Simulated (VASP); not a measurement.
**Ge: single point with PBEsol**

Slab: Ge, a slab with vacuum.

```
Ge
1.0
     4.01337    0.00000    0.00000
    -2.00669    3.47568    0.00000
     0.00000    0.00000   25.64994
Ge
8
Direct
  0.00000 0.00000 0.29240
  0.66667 0.33333 0.32434
  0.66667 0.33333 0.42015
  0.33333 0.66667 0.45209
  0.33333 0.66667 0.54791
  0.00000 0.00000 0.57985
  0.00000 0.00000 0.67566
  0.66667 0.33333 0.70760
```

The slab is cut from a database's or a generator's crystal, which needn't be the stable form of the element.

The cell isn't the ideal one: (1 1 1) slab cut from the bulk.

```
Program             : VASP 6.6.1
Task                : single point
Functional          : PBEsol
Potentials or basis : VASP PAW PBE potentials, release 64 (Ge_d)
Cutoff              : 520 eV
k mesh              : 9 × 9 × 1
Occupations         : gaussian, width 0.1 eV
Spin                : no spin polarisation
```

- Largest force: 0.375 eV/Å
- Band gap on the k mesh: none (metal or under the smearing width)
- Work function of the upper face: 4.75 eV
- Work function of the lower face: 4.75 eV

Forces in eV/Å, atoms in the order of the input:
```
Ge   0.000  0.000  0.117
Ge   0.000  0.000 -0.375
Ge   0.000  0.000  0.208
Ge   0.000  0.000 -0.074
Ge   0.000  0.000  0.074
Ge   0.000  0.000 -0.208
Ge   0.000  0.000  0.375
Ge   0.000  0.000 -0.117
```

Levels at points of the mesh, in eV from the Fermi level:
| k point | band 53 | band 54 | band 55 | band 56 | band 57 | band 58 | band 59 | band 60 |
| --- | --- | --- | --- | --- | --- | --- | --- | --- |
| (0.00, 0.00, 0.00) | -0.09 | -0.09 | 0.21 | 0.21 | 0.44 | 0.83 | 1.02 | 1.21 |

It took 9.6 min on 1 thread of Intel(R) Xeon(R) Platinum 8259CL CPU @ 2.50GHz (Skylake/Cascade Lake), on a shared host, peak memory 0.52 GiB.

Caveat: the PAW data sets were made with another functional, which shifts forces and pressure a little.
